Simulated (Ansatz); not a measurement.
This geometry of a periodic cell of 28 atoms, Al (surface Al(100), adsorbate Al) is a first-order saddle point. Atoms 1 to 9 are held.

Computed with Ansatz, DFT r2SCAN, scalar-relativistic, plane waves, PAW. Settings: cutoff 500 eV, k mesh 3x3x1, gaussian smearing 0.1 eV, no spin polarisation.

```xyz
28
Lattice="8.5913 0.0000 0.0000 0.0000 8.5913 0.0000 0.0000 0.0000 15.0500" Properties=species:S:1:pos:R:3
Al 0.000 0.000 1.000
Al 2.864 0.000 1.000
Al 5.728 0.000 1.000
Al 0.000 2.864 1.000
Al 2.864 2.864 1.000
Al 5.728 2.864 1.000
Al 0.000 5.728 1.000
Al 2.864 5.728 1.000
Al 5.728 5.728 1.000
Al 1.404 1.432 3.078
Al 4.323 1.432 3.078
Al 7.159 1.432 3.121
Al 1.421 4.290 3.081
Al 4.306 4.290 3.081
Al 7.159 4.280 3.071
Al 1.421 7.165 3.080
Al 4.307 7.165 3.080
Al 7.159 7.175 3.072
Al 0.017 0.010 5.184
Al 2.864 -0.068 5.139
Al 5.711 0.010 5.184
Al 0.016 2.854 5.183
Al 2.864 2.930 5.140
Al 5.712 2.854 5.183
Al -0.009 5.727 5.161
Al 2.864 5.727 5.133
Al 5.737 5.727 5.161
Al 2.864 1.429 7.383
```

Question: Which two structures does it join? (They come from a converged band through this point; their orientation in space is the band's.)

Answer: Contacts lost: Al19–Al28, Al22–Al28. Contacts made: Al21–Al28, Al24–Al28. The atom that moves furthest is Al28, by 2.86 Å; four of its nearest neighbours are Al23 2.62, Al22 2.62, Al20 2.62, Al19 2.62 Å at the first end and Al24 2.62, Al23 2.62, Al21 2.62, Al20 2.62 Å at the last.

Image 0:

```xyz
28
Lattice="8.5913 0.0000 0.0000 0.0000 8.5913 0.0000 0.0000 0.0000 15.0500" Properties=species:S:1:pos:R:3
Al 0.000 0.000 1.000
Al 2.864 0.000 1.000
Al 5.728 0.000 1.000
Al 0.000 2.864 1.000
Al 2.864 2.864 1.000
Al 5.728 2.864 1.000
Al 0.000 5.728 1.000
Al 2.864 5.728 1.000
Al 5.728 5.728 1.000
Al 1.433 1.433 3.246
Al 4.327 1.432 3.057
Al 7.129 1.432 3.057
Al 1.432 4.327 3.057
Al 4.313 4.313 2.991
Al 7.142 4.313 2.991
Al 1.432 7.129 3.057
Al 4.313 7.142 2.991
Al 7.142 7.142 2.991
Al -0.144 -0.144 5.115
Al 3.010 -0.145 5.116
Al 5.728 -0.043 5.072
Al -0.145 3.010 5.116
Al 3.011 3.011 5.117
Al 5.728 2.903 5.073
Al -0.043 5.728 5.072
Al 2.903 5.728 5.073
Al 5.727 5.727 5.083
Al 1.435 1.435 6.493
```

Image 4:

Only the atoms that move by more than 0.05 Å are listed.
```
Al10 1.401 1.432 3.057
Al11 4.296 1.433 3.246
Al12 7.191 1.432 3.057
Al13 1.415 4.313 2.991
Al14 4.296 4.327 3.057
Al16 1.415 7.142 2.991
Al17 4.296 7.129 3.057
Al19 0.001 -0.043 5.072
Al20 2.720 -0.144 5.115
Al21 5.873 -0.145 5.116
Al22 0.001 2.903 5.073
Al23 2.719 3.010 5.116
Al24 5.875 3.011 5.117
Al26 2.821 5.728 5.072
Al28 4.299 1.435 6.493
```

Question: How far does it lie above each of them?

Answer: 0.72 eV above the first and 0.72 eV above the second. This is the barrier of this one path; another mechanism may lie lower. Limits of this set-up: coarse k mesh, thin slab, slab without dipole correction.

Run time: 22 min on 4 threads of Intel(R) Xeon(R) Platinum 8488C (Sapphire Rapids), on a shared host, peak memory 6.2 GiB.
